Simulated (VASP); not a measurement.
Runs of VASP 6.6.1 on ZrO2. Symmetry: Fm-3m, No. 225, cubic system. Conventional cell: a = 5.200 Å, b = 5.200 Å, c = 5.200 Å, α = 90.00°, β = 90.00°, γ = 90.00°. Zr (site symmetry m-3m) is surrounded by 8 O at 2.25 Å. O (site symmetry -43m) is surrounded by 4 Zr at 2.25 Å. The cell was built by a generator and needn't be a form met in nature.

| level | potentials or basis | grid for exact exchange (PRECFOCK) | screening parameter | gap on the mesh (eV) | pressure (GPa) |
| --- | --- | --- | --- | --- | --- |
| LDA | VASP PAW LDA potentials, release 64 (Zr_sv, O) | - | - | 3.06 | -21.9 |
| HSE06 | VASP PAW PBE potentials, release 64 (Zr_sv, O) | Fast | 0.2 1/A | (a) | (c) |
| PBEsol | VASP PAW PBE potentials, release 64 (Zr_sv, O) | - | - | (b) | -16.9 |
| PBE | VASP PAW PBE potentials, release 64 (Zr_sv, O) | - | - | 3.18 | -10.4 |

Alike in all rows: task single point; no spin polarisation; cell as given; k mesh 6 × 6 × 6; cutoff (eV) 700; smearing gaussian 0.05 eV.

Question: Fill in the values left out.

Answer: (a) 4.78; (b) 3.11; (c) -17.0.

Caveats: so large a pressure means that the cell lies far from this level's equilibrium, or that cutoff or potentials fall short (some runs); the potentials were made for another functional, which shifts forces and pressure (some runs).

A k mesh can miss the band edges, and the runs leave out spin-orbit coupling on Zr.
